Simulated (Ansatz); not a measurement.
# Ta2H: hydrostatic pressure series

Level of theory: DFT PBEsol, scalar-relativistic, plane waves, PAW (Ansatz). Settings: 420 eV cutoff, 16×16×10 k-mesh, Gaussian smearing of 0.10 eV, no spin polarisation.

Reference structure (relaxed):

```
Ta H
1.0
     1.68761   -2.36565    0.00000
     1.68761    2.36565    0.00000
     0.00000    0.00000    4.75801
Ta H
2 1
Direct
  0.00000 0.50000 0.26427
  0.50000 0.00000 0.73573
  0.00000 0.00000 0.00000
```

Cell and atoms are relaxed at each pressure within the symmetry of the start, at zero temperature, so transitions that lower the symmetry aren't seen. The k-mesh given is that at zero pressure and may differ at others. a, b and c are the lengths of the cell vectors above.

Spin–orbit coupling is left out, which can shift energies with elements as heavy as these.

```
P (GPa) V (Å³/atom) V/V0  a (Å) b (Å) c (Å)
     -2        12.78  1.009  2.915  2.915  4.771
      0        12.66  1.000  2.906  2.906  4.758
      2        12.55  0.991  2.897  2.897  4.747
      5        12.38  0.978  2.884  2.884  4.729
     10        12.13  0.958  2.865  2.865  4.702
     20        11.70  0.924  2.830  2.830  4.653
```

(1) What bulk modulus and pressure derivative fit these points?

(2) Which cell vector or vectors give way most up to 20 GPa?

Results:

(1) A third-order Birch–Murnaghan fit gives B0 = 216 GPa and B0' = 3.9.

(2) a and b: the changes are a -2.6 %, b -2.6 %, c -2.2 %.